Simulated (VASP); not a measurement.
Write the native input for VASP 6.6.1 that does the following.

```
Task                   : single point
Functional             : LDA
Potentials or basis    : VASP PAW LDA potentials, release 64 (Si)
Cutoff                 : 520 eV
k mesh                 : 12 × 12 × 12
Occupations            : gaussian, width 0.02 eV
Spin                   : no spin polarisation
Dipole correction      : no
Further INCAR settings : ALGO = Normal; EDIFF = 1e-06; NBANDS = 11
```

The structure of Si lies in POSCAR:

```
Si
1.0
    0.0000000000      2.7007329269      2.7007329269
    2.7007329269      0.0000000000      2.7007329269
    2.7007329269      2.7007329269      0.0000000000
Si
2
Direct
    0.0000000000      0.0000000000      0.0000000000
    0.2500000000      0.2500000000      0.2500000000
```

The cell was built by a generator and needn't be a form met in nature.

The input as run:

INCAR

```
SYSTEM = Si
PREC     = Accurate       ! precision mode
ENCUT    = 520            ! plane-wave cutoff, eV
EDIFF    = 1E-6           ! SCF threshold, eV
ISMEAR   = 0              ! smearing method
SIGMA    = 0.02           ! smearing width, eV
LREAL    = .False.        ! projectors in reciprocal space
LASPH    = .True.         ! aspherical terms in the spheres
NELM     = 100            ! most SCF steps
ALGO     = Normal         ! electronic algorithm
ISIF     = 2              ! what is computed and relaxed
LWAVE    = .False.        ! write WAVECAR
LCHARG   = .True.         ! write CHGCAR
GGA      = CA             ! functional
LELF     = .True.         ! ELF
LVHAR    = .True.       
NBANDS   = 11             ! bands
```

KPOINTS

```
regular mesh
0
Gamma
  12 12 12
  0 0 0
```

Potentials or basis: VASP PAW LDA potentials, release 64 (Si).

Command:

```console
$ cat potpaw_LDA.64/Si/POTCAR > POTCAR
$ mpirun -np 1 vasp_std > vasp.out
```

It gave:

```yaml
Pressure: 0.1 GPa
Band_gap_on_the_k_mesh: 0.44 eV, indirect (least direct gap 2.53 eV)
```

Run time: 9.6 s on 1 thread of Intel(R) Xeon(R) 6975P-C (Granite Rapids) (shared host), peak memory 0.14 GiB.
